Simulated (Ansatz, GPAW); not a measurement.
# Geometry or basis: what sets the conductance of biphenyl-4,4'-dithiol between two Al chains, part 2 of 4

How well does biphenyl-4,4'-dithiol between two Al chains conduct once its atoms have relaxed, and how much do cheaper levels lose?

GPAW 26.7.0 and Ansatz 0.2.0; Ansatz plane waves; relaxation of the junction with the lead ends held (the session's first sound run).

So far. Step 2 (Relaxation): The relaxation lowered the energy of the cell by 2.09 eV.

## (3) Plane waves, PBE

A plane-wave run comes first: its basis does not favour the atoms, so it serves as the reference for the orbital bases.

This step: Ansatz plane waves; Landauer transmission by layers, zero bias (Ansatz 0.2.0).

Contents of input.yaml:

```yaml
crystal:
  lattice:
    - [12.3955435208, 0.0, 0.0]
    - [0.0, 10.5723609294, 0.0]
    - [0.0, 0.0, 43.9812793026]
  atoms:
    - { symbol: Al, position: [0.5, 0.5, 0.0272843359] }
    - { symbol: Al, position: [0.5, 0.5, 0.0818530078] }
    - { symbol: Al, position: [0.5, 0.5, 0.1364216797] }
    - { symbol: Al, position: [0.5, 0.5, 0.1909903516] }
    - { symbol: Al, position: [0.5, 0.5, 0.2455590235] }
    - { symbol: Al, position: [0.3941779097, 0.5409240899, 0.2950755631] }
    - { symbol: Al, position: [0.4592361776, 0.4900119997, 0.3510351743] }
    - { symbol: S, position: [0.3353625248, 0.5367790257, 0.3864294126] }
    - { symbol: H, position: [0.5355346309, 0.6067151061, 0.4197151697] }
    - { symbol: C, position: [0.3876381612, 0.4989989828, 0.4232172761] }
    - { symbol: H, position: [0.2476195367, 0.3868188021, 0.434515345] }
    - { symbol: C, position: [0.4854992978, 0.5472976912, 0.4342756973] }
    - { symbol: C, position: [0.3234739314, 0.425973769, 0.4427984952] }
    - { symbol: C, position: [0.5174878265, 0.5234645276, 0.4641225211] }
    - { symbol: C, position: [0.355892632, 0.4032065047, 0.4726099389] }
    - { symbol: H, position: [0.5926541824, 0.5650966757, 0.4722537062] }
    - { symbol: C, position: [0.453336587, 0.4518472897, 0.484148321] }
    - { symbol: H, position: [0.3049191022, 0.3444133918, 0.4870686559] }
    - { symbol: H, position: [0.6579292169, 0.4234560818, 0.5065233498] }
    - { symbol: C, position: [0.4864847987, 0.4287766031, 0.5160261492] }
    - { symbol: C, position: [0.5959349711, 0.4168978012, 0.5240701235] }
    - { symbol: H, position: [0.3243508594, 0.427592239, 0.5344737524] }
    - { symbol: C, position: [0.4100237291, 0.4165638553, 0.5395251816] }
    - { symbol: C, position: [0.6275197184, 0.3930208886, 0.5538937729] }
    - { symbol: H, position: [0.7129132848, 0.382778987, 0.5593263875] }
    - { symbol: C, position: [0.440814088, 0.3916343068, 0.5694122059] }
    - { symbol: C, position: [0.5502615708, 0.3793189963, 0.5770320817] }
    - { symbol: H, position: [0.3790975826, 0.3803929073, 0.5869100065] }
    - { symbol: S, position: [0.5965961484, 0.3359214151, 0.6140123519] }
    - { symbol: Al, position: [0.5112441843, 0.4520764238, 0.649216499] }
    - { symbol: Al, position: [0.5686251316, 0.3945310849, 0.7053510631] }
    - { symbol: Al, position: [0.5, 0.5, 0.7544409765] }
    - { symbol: Al, position: [0.5, 0.5, 0.8090096484] }
    - { symbol: Al, position: [0.5, 0.5, 0.8635783203] }
    - { symbol: Al, position: [0.5, 0.5, 0.9181469922] }
    - { symbol: Al, position: [0.5, 0.5, 0.9727156641] }
kpoints:
  mp_grid: { grid: [1, 1, 2] }
hamiltonian:
  xc: pbe
scf:
  occupations: { method: fermi_dirac, width: 0.1 }
output:
  transmission:
    leads: [[0, 1]]
    e_range: [-2, 2]
    de: 0.025
    kmesh: [1, 1]
    reduced_basis: true
  write_potential: true
  write_density: true
  volumetric_format: npy
  elf: true
```

On the command line:

```console
$ ansatz run input.yaml --threads 4 --pin off --max-ram 8192MiB --backend cpu --events-out ev --progress --plain --runs-dir out
```

Numbers of over 12 decimals in the logs are rounded to 6 here.

What it wrote:

```text
[...]
Crystal: 36 atoms, lattice volume = 5763.754 Å³
Basis set: ecut = 420 eV, 112745 PW (Γ)
Bands: 91, of which v1, the nominal top of the filled ones, is band 55 counted from 1 (54 counted from 0)
Symmetry: 1 space group operations
[...]
k-points: 2
[...]
SCF iter   1: F=—  HF=-12442.445732 eV  |F-HF|=—  |Δ(HF+E_count)|=         —  Δρ=1.62e-3  dr2=3.12e-1  ethr=1.77e-3  ⟨swp⟩=16.5  Hψ=1349  notcnv=0  defer=13
[...]
SCF iter  12: F=-12442.419149 eV  HF=-12442.419149 eV  |F-HF|=1.37e-8  |Δ(HF+E_count)|=   3.09e-7  Δρ=5.83e-7  dr2=4.71e-8  ethr=9.09e-11  ⟨swp⟩=29.5  Hψ=986  notcnv=0
SCF 1 converged in 12 iterations: F = -12442.419149 eV  dr2 = 4.71e-8
[...]
transmission: 6 of 60 steps passed
transmission: 12 of 60 steps passed
[...]
transmission: 60 of 60 steps passed
WARN: The output density's exchange-correlation potential varies sharply where the density is thin. Do not read a vacuum level from v_tot or v_xc, or from such a field of the output density. On a cell that repeats whose density bears no net charge and no dipole along the vacuum's axis use v_es (v_loc + v_h of the components); under efield.dipole_correction with no amplitude use v_es + v_field, which holds any externa [...]
SCF converged after 12 iterations
Free energy (F): -12442.419149 eV
[...]
Internal energy: -12441.796701 eV  (E = F + TS)
E sigma→0 (E₀):  -12442.107925 eV
Entropy (-TS):   -0.622448 eV (-17.290 meV/atom)
Fermi energy:    -3.362653 eV
[...]
--- Band table (eV) ---
  k-point 0: bands = [... 51 lower, -3.6987, -3.5893, -3.5419, -3.4218, -3.3354, -3.1951, -3.0806, -2.9173, ... 32 higher]
  k-point 1: bands = [... 51 lower, -3.6982, -3.5904, -3.5432, -3.4195, -3.3339, -3.1990, -3.0816, -2.9112, ... 32 higher]
--- Transmission ---
  basis      : 1151 plane waves across, 60 finite elements along
  points     : 1, standing for a mesh of 1 x 1
  filling    : by the input's occupations and mesh, since the crystals that have channels conduct as metals do. If one of these is a semiconductor, that mesh has misplaced its level
  energies   : 161 from -2.000000 to 2.000000 eV about the Fermi level, 0.025000 eV apart; the leads are filled to 0.000000 eV, and channels, transmission and decay are at 0.000000 eV
  crystal 0  : Al1, at the sites [0, 1], period 2.4000 Å, over 24.00 Å; its Hamiltonian steps by up to 3.6 meV
    offset         : up to 0.0000 Å between an atom of the period and one for which it stands
    filled         : 11.5 meV over the level at which it is neutral
    channels       : 2.000000e0 a spin
    conductance    : 1.1825e14 S/m² at 300 K; may be off by some 0.0 % by where its bands' edges are placed, 0.0 % from the distance to neutral
  junction   : crystal 0 to crystal 0, 0.70 to 42.28 Å
    transmission   : 1.099308e-3 a spin
    conductance    : 6.4011e10 S/m² at 300 K (6.4017e10 on every other energy)
    error estimate : 0.0 % from the energy spacing and 0.0 % from band edges of the leads and from resonances (wavevectors taken as independent; lower de), 0.9 % from the steps of its leads' Hamiltonians or their offsets (lay more layers), 1.5 % from the distance to neutral
    resistance     : 1.5614e1 Ω µm² beyond half of each lead's own
```

Elapsed: 5 h, on 4 threads of Arm Neoverse N1, shared host; peak memory 6.7 GiB; 17 h of CPU time.

This step gave:

| Item | Value |
| --- | --- |
| free energy | -12442.4191 eV |
| smearing term TS | 0.6224 eV |
| lead level | 0 eV from the Fermi level |
| transmission at the Fermi level (one spin) | 0.001099 |
| open channels of the lead at the Fermi level (one spin) | 2 |
| step of the potential along the lead | 3.6 meV |
| offset of the lead | 0 Å |
| filling of the lead less its bulk value, in size | 11.5 meV |
| conductance | 0.001083 G₀ |

One spin. The transmission, zone mean by energy, zero at the Fermi level:

```tsv
energy (eV)	transmission, zone mean
-2.000	0.132
-1.950	0.904
-1.800	0.411
-1.625	0.609
-1.600	0.596
-1.400	0.192
-1.200	0
-1.000	0
-0.800	0
-0.600	0
-0.400	0
-0.200	5.4e-4
0.000	0.00110
0.200	0.00118
0.400	0.00141
0.600	0.00192
0.800	0.00241
1.000	0.00314
1.200	0.00459
1.400	0.00827
1.600	0.0207
1.800	0.0945
2.000	0.995
```

One spin. Table of open channels, zone mean by energy, zero at the Fermi level:

```tsv
energy (eV)	open channels, zone mean
-2.000	1
-1.800	1
-1.600	1
-1.400	1
-1.200	0
-1.000	0
-0.800	0
-0.600	0
-0.400	0
-0.200	2
0.000	2
0.200	2
0.400	2
0.600	2
0.800	2
1.000	3
1.200	3
1.400	3
1.600	3
1.800	3
2.000	3
```

Crystal 0, spin -, k parallel (0, 0); distinct values, listed up to 1.5 1/Å. Table of Im kz of the slowest decaying states by energy, zero at the Fermi level:

```tsv
energy (eV)	decay 1 (Å⁻¹)	decay 2 (Å⁻¹)	decay 3 (Å⁻¹)	decay 4 (Å⁻¹)
-2.000	0.672	0.672	1.17	1.27
-1.800	0.628	0.629	1.15	1.25
-1.600	0.582	0.583	1.13	1.23
-1.400	0.531	0.532	1.11	1.20
-1.200	0.0336	0.476	0.477	1.08
-1.000	0.078	0.412	0.413	1.06
-0.800	0.0993	0.337	0.339	1.03
-0.600	0.112	0.240	0.242	1.01
-0.400	0.0362	0.0473	0.119	0.981
-0.200	0.121	0.954	1.06	1.11
0.000	0.119	0.926	1.04	1.08
0.200	0.113	0.897	1.01	1.06
0.400	0.102	0.868	0.988	1.03
0.600	0.0843	0.837	0.961	1.01
0.800	0.0546	0.805	0.933	0.982
1.000	0.771	0.905	0.955	0.977
1.200	0.736	0.875	0.927	0.949
1.400	0.700	0.845	0.898	0.921
1.600	0.661	0.813	0.868	0.891
1.800	0.620	0.780	0.837	0.861
2.000	0.575	0.746	0.805	0.830
```

Crystal 0, spin -, k parallel (0, 0). The Re kz of states that move upwards by energy, zero at the Fermi level:

```tsv
energy (eV)	channel 1 (Å⁻¹)	channel 2 (Å⁻¹)	channel 3 (Å⁻¹)
-2.000	1.13	-	-
-1.900	1.15	-	-
-1.800	1.16	-	-
-1.700	1.18	-	-
-1.600	1.20	-	-
-1.500	1.22	-	-
-1.400	1.24	-	-
-1.300	1.27	-	-
-1.200	-	-	-
-1.100	-	-	-
-1.000	-	-	-
-0.900	-	-	-
-0.800	-	-	-
-0.700	-	-	-
-0.600	-	-	-
-0.500	-	-	-
-0.400	-	-	-
-0.300	0.161	0.164	-
-0.200	0.232	0.234	-
-0.100	0.287	0.288	-
0.000	0.332	0.333	-
0.100	0.372	0.373	-
0.200	0.408	0.409	-
0.300	0.441	0.442	-
0.400	0.472	0.473	-
0.500	0.501	0.502	-
0.600	0.528	0.529	-
0.700	0.554	0.555	-
0.800	0.579	0.580	-
0.900	0.603	0.604	-
1.000	-1.26	0.626	0.627
1.100	-1.24	0.648	0.649
1.200	-1.22	0.669	0.670
1.300	-1.20	0.690	0.691
1.400	-1.19	0.710	0.711
1.500	-1.17	0.730	0.730
1.600	-1.16	0.749	0.749
1.700	-1.15	0.767	0.768
1.800	-1.14	0.786	0.786
1.900	-1.12	0.803	0.804
2.000	-1.11	0.821	0.821
```

The electrostatic potential energy of an electron (with the applied field's), less the Fermi level, planar mean oscillates, so the rows of the table below give means over windows of 2.35 Å about each position, cut where the curve ends. Its first 14 maxima inside the range that stand out by 2 % of the span (Å: eV): 2.3: 4.00, 4.8: 4.00, 7.2: 3.99, 9.5: 3.95, 11.9: 3.76, 14.2: 3.90, 16.3: 3.53, 17.9: 3.82, 19.9: 3.40, 22.0: 3.65, 24.0: 3.09, 26.2: 3.76, 27.9: 3.52, 29.8: 3.90. Its first 14 minima: 1.2: 3.51, 3.7: 3.51, 6.0: 3.51, 8.4: 3.49, 10.8: 3.42, 12.9: 3.40, 15.5: 3.44, 16.9: 3.36, 19.1: 2.62, 20.8: 2.61, 22.9: 2.84, 25.2: 2.87, 27.1: 3.35, 28.4: 3.44.

Electrostatic potential energy of an electron (with the applied field's), less the Fermi level, planar mean against z; means over each step:

z (Å), electrostatic potential energy of an electron (with the applied field's), less the Fermi level, planar mean (eV) and a bar from the least value:
```
     1.18       3.72 ##############################
     3.53       3.71 ##############################
     5.88       3.71 ##############################
     8.23       3.70 #############################
    10.58       3.62 ##########################
    12.93       3.58 #########################
    15.28       3.58 #########################
    17.63       3.43 ###################
    19.98       2.91 
    22.33       3.15 #########
    24.68       3.04 #####
    27.03       3.50 ######################
    29.38       3.64 ###########################
    31.73       3.54 #######################
    34.08       3.66 ############################
    36.43       3.71 ##############################
    38.78       3.72 ##############################
    41.13       3.72 ##############################
    43.48       3.65 ###########################
```

The valence density, planar mean oscillates, so the rows of the table below give means over windows of 1 Å about each position, cut where the curve ends. Its first 14 maxima inside the range that stand out by 2 % of the span (Å: e/Å³): 2.3: 0.0109, 4.7: 0.0109, 7.0: 0.0109, 9.4: 0.0109, 11.9: 0.0119, 16.7: 0.0323, 19.1: 0.0706, 20.8: 0.0701, 23.5: 0.0605, 24.8: 0.0610, 27.3: 0.0325, 32.1: 0.0120, 34.6: 0.0109, 36.9: 0.0109. Its first 14 minima: 1.2: 0.00780, 3.5: 0.00781, 6.0: 0.00782, 8.4: 0.00793, 10.7: 0.00821, 13.0: 0.00856, 17.9: 0.0230, 19.9: 0.0472, 22.0: 0.0296, 24.0: 0.0527, 26.2: 0.0251, 30.9: 0.00857, 33.3: 0.00823, 35.6: 0.00793.

The valence density, planar mean by z; means over each step:

```tsv
z (Å)	valence density, planar mean (e/Å³)
0	0.0107
1	0.00851
2	0.0101
3	0.00954
4	0.00901
5	0.0105
6	0.00835
7	0.0106
8	0.00897
9	0.00979
10	0.00995
11	0.00927
12	0.0114
13	0.00901
14	0.00966
15	0.00941
16	0.0177
17	0.0301
18	0.0297
19	0.0636
20	0.0514
21	0.0620
22	0.0356
23	0.0566
24	0.0552
25	0.0581
26	0.0325
27	0.0303
28	0.0177
29	0.00940
30	0.00962
31	0.00903
32	0.0116
33	0.00927
34	0.01000
35	0.00973
36	0.00901
37	0.0106
38	0.00834
39	0.0105
40	0.00896
41	0.00960
42	0.0101
43	0.00854
```

Valence density in the ca plane at fractional y = 0.547, with atoms of Al and S and C and H within 0.2 Å of it. It is the smooth field of the valence electrons, not physical close to the nuclei.

Values in e/Å³, 13 rows by 16 columns, each cell a mean:
```
0.0 0.0 0.0 0.0 0.0 0.0 0.0 0.0 0.0 0.0 0.0 0.0 0.0 0.0 0.0 0.0
0.0 0.0 0.0 0.0 0.0 0.0 0.0 0.0 0.0 0.0 0.0 0.0 0.0 0.0 0.0 0.0
0.0 0.0 0.0 0.0 0.0 0.0 0.0 0.0 0.0 0.0 0.0 0.0 0.0 0.0 0.0 0.0
0.0 0.0 0.0 0.0 0.0 0.0 0.0 0.0 0.0 0.0 0.0 0.0 0.0 0.0 0.0 0.0
0.0 0.0 0.0 0.0 0.0 0.0 0.0 0.0 0.0 0.0 0.0 0.0 0.2 0.1 0.0 0.0
0.1 0.2 0.1 0.1 0.0 0.0 0.1 0.1 0.0 0.0 0.3 0.5 1.4 0.2 0.1 0.0
0.2 0.3 0.1 0.2 0.2 0.1 0.2 0.1 0.1 0.1 1.2 1.7 1.2 0.3 0.1 0.0
0.1 0.1 0.1 0.2 0.2 0.2 0.2 0.2 0.6 0.5 1.2 0.6 0.2 0.1 0.1 0.1
0.0 0.0 0.0 0.1 0.1 0.2 0.1 0.2 0.8 0.9 0.6 0.2 0.0 0.0 0.0 0.0
0.0 0.0 0.0 0.0 0.0 0.0 0.0 0.1 0.5 0.4 0.1 0.0 0.0 0.0 0.0 0.0
0.0 0.0 0.0 0.0 0.0 0.0 0.0 0.0 0.0 0.0 0.0 0.0 0.0 0.0 0.0 0.0
0.0 0.0 0.0 0.0 0.0 0.0 0.0 0.0 0.0 0.0 0.0 0.0 0.0 0.0 0.0 0.0
0.0 0.0 0.0 0.0 0.0 0.0 0.0 0.0 0.0 0.0 0.0 0.0 0.0 0.0 0.0 0.0
```
Columns run along c (16.0 Å, from fractional 0.19 to 0.55 of the cell), rows up along a (12.4 Å). Atoms in or near the plane, at fractional coordinates: Al at (0.30, 0.39), S at (0.39, 0.34), C at (0.43, 0.49), H at (0.47, 0.59).

Electrostatic potential energy in the ca plane at fractional y = 0.547, with atoms of Al and S and C and H within 0.2 Å of it. With pseudopotentials it is smooth inside the atoms' cores, unlike the true potential.

Ten even steps from '0' (-22 eV) to '9' (1 eV), each cell a mean:
```
99999999999999999999999999999999999999999999
99999999999999999999999999999999999999999999
99999999999999999999999999999999999999999999
99999999999999999999999999999999999999999999
99999999999999999999999999999999999999999999
99999999999999999999999999999999999999999999
99999999999999999999999999999999999999999999
99999999999999999999999999999999999999999999
99999999999999999999999999999877899999999999
98777899999999999999999999998610799999999999
76322589999999877789999876564102799999999999
63000278888888632468999840000001799999999999
74000366434676300047899830002225789999999999
87545662121266410157778630147888899999999999
98888861253157755541013300389999999999999999
99999873111378888610000444689999999999999999
99999987656789999730001688999999999999999999
99999999999999999985447999999999999999999999
99999999999999999999999999999999999999999999
99999999999999999999999999999999999999999999
99999999999999999999999999999999999999999999
99999999999999999999999999999999999999999999
99999999999999999999999999999999999999999999
99999999999999999999999999999999999999999999
```
Columns run along c (16.0 Å, from fractional 0.22 to 0.58 of the cell; values clipped at the 3rd and 97th percentile), rows up along a (12.4 Å). Atoms in or near the plane, at fractional coordinates: Al at (0.30, 0.39), S at (0.39, 0.34), C at (0.43, 0.49), H at (0.47, 0.59).

ELF in the ca plane at fractional y = 0.547, with atoms of Al and S and C and H within 0.2 Å of it. It is the smooth field of the valence electrons, not physical close to the nuclei.

Ten even steps from '0' (0.00) to '9' (1.00), each cell a mean:
```
00000000000000000000000000000000000000000000
00000000000000000000000000000000000000000000
00000000000000000000000000000000000000000000
00000000000000000000000000000000000000000000
00000000000000000000000000000000000000000000
00000000000000110000000000000000000000000000
01111000000023321000000000000000000000000000
23333210001256663000000000256300011111111000
55666420002578885100011000499940012333221000
77888631014799997200266311599971013332111000
66788742126899997300488755678851013310000000
21589863247898876300268547834641023310000000
22699974578984246520036426866763223321111110
45899822389973268764247875324554212333322210
34688536289863478866776763001243100133221100
12468765799731367414776664101121000122100000
01357899999610257656743454321110000232100000
00246899997300158998720022221110000121000000
00124678875100036887510001110000000000000000
00012455541000013454200000000000000000000000
00000122210000000121000000000000000000000000
00000000000000000000000000000000000000000000
00000000000000000000000000000000000000000000
00000000000000000000000000000000000000000000
```
Columns run along c (16.0 Å, from fractional 0.24 to 0.60 of the cell), rows up along a (12.4 Å). Atoms in or near the plane, at fractional coordinates: Al at (0.30, 0.39), S at (0.39, 0.34), C at (0.43, 0.49), H at (0.47, 0.59).

T at the Fermi level is 0.00110 of 2 open channels a spin.

(Part 2 of 4 ends here.)

[Logs are printed without paths, hosts, clocks, repeated set-up lines and the standing remarks that a program may print on its own settings, such as how far it seeks lower states.]

[Hosts, paths, dates, database ids (printed as entryN), source tags and the programs' standing remarks are cut or masked in the printed files.]
